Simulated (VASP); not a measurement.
# Fe (I4/mmm) in VASP: further runs, part 2 of 2

VASP 6.6.1. Earlier steps stand in the parts before.

**4. Single point, r2SCAN, collinear spin, typed start**

This run uses another cell than the first one, of 11.81 Å³/atom, 0.968 times its volume.

POSCAR reads:

```
Fe
1.0
    0.0000000000      1.9997243454      2.0009848816
    1.4762411101      0.0000000000      2.0009848816
    1.4762411101      1.9997243454      0.0000000000
Fe
1
Direct
    0.0000000000      0.0000000000      0.0000000000
```

INCAR.step1 reads:

```
SYSTEM = Fe
PREC     = Accurate       ! precision mode
ENCUT    = 520            ! plane-wave cutoff, eV
ISMEAR   = 0              ! smearing method
SIGMA    = 0.1            ! smearing width, eV
LREAL    = .FALSE.        ! projectors in reciprocal space
LASPH    = .TRUE.         ! aspherical terms in the spheres
NELM     = 150            ! most SCF steps
ISPIN    = 2              ! spin polarisation
MAGMOM   = 3.07           ! initial moments
LMAXMIX  = 4              ! l up to which the mixer works
NBANDS   = 14             ! bands
GGA      = PE             ! functional
ALGO     = Normal         ! electronic algorithm
EDIFF    = 1E-4           ! SCF threshold, eV
LWAVE    = .TRUE.         ! write WAVECAR
LCHARG   = .FALSE.        ! write CHGCAR
```

INCAR.step2 reads:

```
SYSTEM = Fe
PREC     = Accurate       ! precision mode
ENCUT    = 520            ! plane-wave cutoff, eV
EDIFF    = 1E-6           ! SCF threshold, eV
ISMEAR   = 0              ! smearing method
SIGMA    = 0.1            ! smearing width, eV
LREAL    = .FALSE.        ! projectors in reciprocal space
LASPH    = .TRUE.         ! aspherical terms in the spheres
NELM     = 150            ! most SCF steps
ALGO     = Normal         ! electronic algorithm
ISIF     = 2              ! what is computed and relaxed
LWAVE    = .FALSE.        ! write WAVECAR
LCHARG   = .TRUE.         ! write CHGCAR
ISPIN    = 2              ! spin polarisation
MAGMOM   = 3.07           ! initial moments
LORBIT   = 11             ! projections on sites
LMAXMIX  = 4              ! l up to which the mixer works
METAGGA  = R2SCAN         ! meta-GGA
LMIXTAU  = .TRUE.       
LELF     = .TRUE.         ! ELF
LVHAR    = .TRUE.       
NBANDS   = 14             ! bands
ISTART   = 1
```

KPOINTS reads:

```
Automatic mesh
0
G
  8 8 8
  0 0 0
```

Potentials or basis: VASP PAW PBE potentials, release 64 (Fe).

Started as:

```sh
> cat potpaw_PBE.64/Fe/POTCAR > POTCAR
> cp INCAR.step1 INCAR
> mpirun -np 1 vasp_std > vasp.out
> cp INCAR.step2 INCAR
> mpirun -np 1 vasp_std > vasp.out
```

OUTCAR:

```text
SYSTEM = Fe
   PREC = Accurate
   ENCUT = 520
   EDIFF = 1E-6
   ISMEAR = 0
   LREAL = .FALSE.
   LASPH = .TRUE.
   NELM = 150
   ISIF = 2
   ISPIN = 2
   LORBIT = 11
   METAGGA = R2SCAN
   ISTART = 1

 ion  position               nearest neighbor table
   1  0.000  0.000  0.000-

  LATTYP: Found a face centered orthorhombic cell.
 ALAT       =     2.9524822202
 B/A-ratio  =     1.3546055124
 C/A-ratio  =     1.3554593947

  Lattice vectors:

 A1 = (   0.0000000000,   1.9997243454,   2.0009848816)
 A2 = (   1.4762411101,   0.0000000000,   2.0009848816)
 A3 = (   1.4762411101,   1.9997243454,   0.0000000000)

Analysis of symmetry for initial positions (statically):
=====================================================================
 Subroutine PRICEL returns:
 Original cell was already a primitive cell.

 Routine SETGRP: Setting up the symmetry group for a
 face centered orthorhombic supercell.

 Subroutine GETGRP returns: Found  8 space group operations
 (whereof  8 operations were pure point group operations)
 out of a pool of  8 trial point group operations.

[... 610 lines left out ...]
     12      38.7892      0.00000
     13      38.7926      0.00000
     14      39.8010      0.00000
[... 379 lines left out ...]
      3       4.9234      1.00000
      4       7.4813      0.00000
      5       8.1276      0.00000
      6       8.3626      0.00000
      7      19.3597      0.00000
      8      23.7092      0.00000
      9      27.9593      0.00000
     10      31.6714      0.00000
     11      35.8894      0.00000
     12      38.3555      0.00000
     13      44.3148      0.00000
     14      45.7057      0.00000

 [... further k-points ...]

------------------------ aborting loop because EDIFF is reached ----------------------------------------

  FORCE on cell =-STRESS in cart. coord.  units (eV):
  Direction    XX          YY          ZZ          XY          YZ          ZX
  --------------------------------------------------------------------------------------
  -------------------------------------------------------------------------------------
  Total       -0.0265927     -0.0245408     -0.0337422      0.0000000      0.0000000      0.0000000
  in kB       -3.6063843     -3.3281110     -4.5759632      0.0000000      0.0000000      0.0000000
  external PRESSURE =      -3.8368195 kB  Pullay stress =       0.0000000 kB

 VOLUME and BASIS-vectors are now :
 -----------------------------------------------------------------------------
  energy-cutoff  :      520.00
  volume of cell :       11.81
      direct lattice vectors                 reciprocal lattice vectors
     0.000000000  1.999724345  2.000984882    -0.338698060  0.250034462  0.249876950
     1.476241110  0.000000000  2.000984882     0.338698060 -0.250034462  0.249876950
     1.476241110  1.999724345  0.000000000     0.338698060  0.250034462 -0.249876950

 POSITION                                       TOTAL-FORCE (eV/Angst)
 -----------------------------------------------------------------------------------
      0.00000      0.00000      0.00000         0.000000     -0.000000      0.000000
 -----------------------------------------------------------------------------------
    total drift:                                0.000000      0.000000      0.000000

  FREE ENERGIE OF THE ION-ELECTRON SYSTEM (eV)
  ---------------------------------------------------
  free  energy   TOTEN  =       -14.3623710501 eV

  energy  without entropy=      -14.3583607580  energy(sigma->0) =      -14.36036590

 total charge

# of ion       s       p       d       tot
------------------------------------------
    1        0.478   0.546   6.168   7.193

 magnetization (x)

# of ion       s       p       d       tot
------------------------------------------
    1       -0.011  -0.114   2.865   2.740
```

OUTCAR.step1:

```text
SYSTEM = Fe
   PREC = Accurate
   ENCUT = 520
   ISMEAR = 0
   LREAL = .FALSE.
   LASPH = .TRUE.
   NELM = 150
[... 1057 lines left out ...]
 -----------------------------------------------------------------------------------
      0.00000      0.00000      0.00000         0.000000      0.000000     -0.000000
 -----------------------------------------------------------------------------------
    total drift:                                0.000000      0.000000      0.000000

  FREE ENERGIE OF THE ION-ELECTRON SYSTEM (eV)
  ---------------------------------------------------
  free  energy   TOTEN  =        -8.2213645025 eV

  energy  without entropy=       -8.2162021528  energy(sigma->0) =       -8.21878333
```

OSZICAR.step1:

```text
N       E                     dE             d eps       ncg     rms          rms(c)
DAV:   1     0.217290086801E+02    0.21729E+02   -0.38187E+03  5768   0.690E+02
DAV:   2    -0.815250478999E+01   -0.29882E+02   -0.27280E+02  5824   0.127E+02
DAV:   3    -0.909533794442E+01   -0.94283E+00   -0.93777E+00  6520   0.235E+01
DAV:   4    -0.909852765306E+01   -0.31897E-02   -0.31893E-02  6244   0.124E+00
DAV:   5    -0.909854381988E+01   -0.16167E-04   -0.16167E-04  6280   0.895E-02    0.110E+01
DAV:   6    -0.831651053348E+01    0.78203E+00   -0.10364E+01  6682   0.367E+01    0.554E+00
DAV:   7    -0.822921982357E+01    0.87291E-01   -0.67790E-01  6574   0.907E+00    0.332E+00
DAV:   8    -0.822674142652E+01    0.24784E-02   -0.69148E-03  6286   0.519E-01    0.149E+00
DAV:   9    -0.822098665401E+01    0.57548E-02   -0.13799E-02  7106   0.719E-01    0.400E-01
DAV:  10    -0.822117519269E+01   -0.18854E-03   -0.15324E-04  5280   0.125E-01    0.213E-01
DAV:  11    -0.822136453576E+01   -0.18934E-03   -0.67978E-04  5694   0.201E-01    0.526E-02
DAV:  12    -0.822136450254E+01    0.33224E-07   -0.92954E-06  2948   0.315E-02
   1 F= -.82213645E+01 E0= -.82187833E+01  d E =-.516235E-02  mag=     2.3509
```

Run time: 39 s. Hardware: 1 thread of Intel Xeon 6975P-C (Granite Rapids), shared host; peak memory 0.15 GiB.

Results:

* Free energy: -14.3624 eV
* Pressure: -0.4 GPa
* Band gap on the k mesh: none (metal or under the smearing width)
* Net moment: 2.67 μB per cell
* Site moments: Fe +2.74 μB
* Valence electrons inside the program's atomic spheres: Fe 7.19

Caveat: the k mesh is coarse (spacing up to 0.38 Å⁻¹), so the values aren't converged; the PAW data sets were made with another functional, which shifts forces and pressure a little.

**5. The runs side by side**

```tsv
cell	k mesh	mesh quality	gap on the mesh (eV)	pressure (GPa)	moment (μB)
I4/mmm, 12.21 Å³/atom	10 × 10 × 10	not flagged	none	-3.3	2.74
Fmmm, 11.44 Å³/atom	8 × 8 × 8	coarse	none	6.5	2.65
Fmmm, 11.81 Å³/atom	8 × 8 × 8	coarse	none	-0.4	2.67
```

Alike in all rows: task single point; level r2SCAN; potentials or basis VASP PAW PBE potentials, release 64 (Fe); spin collinear, typed start; cutoff (eV) 520; smearing gaussian 0.1 eV.

Caveats: some runs use coarse meshes; the PAW data sets were made with another functional, which shifts forces and pressure a little.

Total energies depend on the potentials used, so only differences within one code and one set of settings carry meaning.
